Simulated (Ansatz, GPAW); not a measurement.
## Fe2Ge: 3 runs at one level of theory

```xyz
6
Lattice="4.1329 0.0000 0.0000 -2.0664 3.5792 0.0000 0.0000 0.0000 5.0088" Properties=species:S:1:pos:R:3 pbc="T T T"
Ge    0.0000    2.3861    3.7566
Ge    2.0664    1.1931    1.2522
Fe    0.0000    2.3861    1.2522
Fe    2.0664    1.1931    3.7566
Fe    0.0000    0.0000    2.5044
Fe    0.0000    0.0000    0.0000
```

The cell is a database's computed one, not the measured one.

Alike in all runs: task single point; functional PBEsol; k mesh 8 × 8 × 6; occupations fermi-dirac, width 0.05 eV; collinear spin, ferromagnetic start; no spin-orbit coupling. Pressure is positive in compression and, in plane waves, holds the error of the finite cutoff, which Ansatz's Pulay term estimates and takes out.

```csv
program and potentials,plane-wave cutoff (eV),notes,pressure (GPa),net moment per atom (μB)
"Ansatz, Ansatz PAW",420,"potentials made for PBE, which Ansatz adapts in part; 15.33 valence electrons an atom on average",?,?
"GPAW, PAW data sets generated for this functional",600,6.67 valence electrons an atom on average,-7.56,1.26
"Ansatz, all-electron LAPW, scalar-relativistic",-,-,-9.03,1.27
```

**Question.** Estimate from the other rows what the run with Ansatz, Ansatz PAW gave.

**Answer.** Pressure -9.10 GPa; net moment per atom 1.27 μB. Its pressure holds a Pulay term of +0.07 GPa. The other rows, which needn't bracket it: pressure -9.03 to -7.56; net moment per atom 1.26 to 1.27.
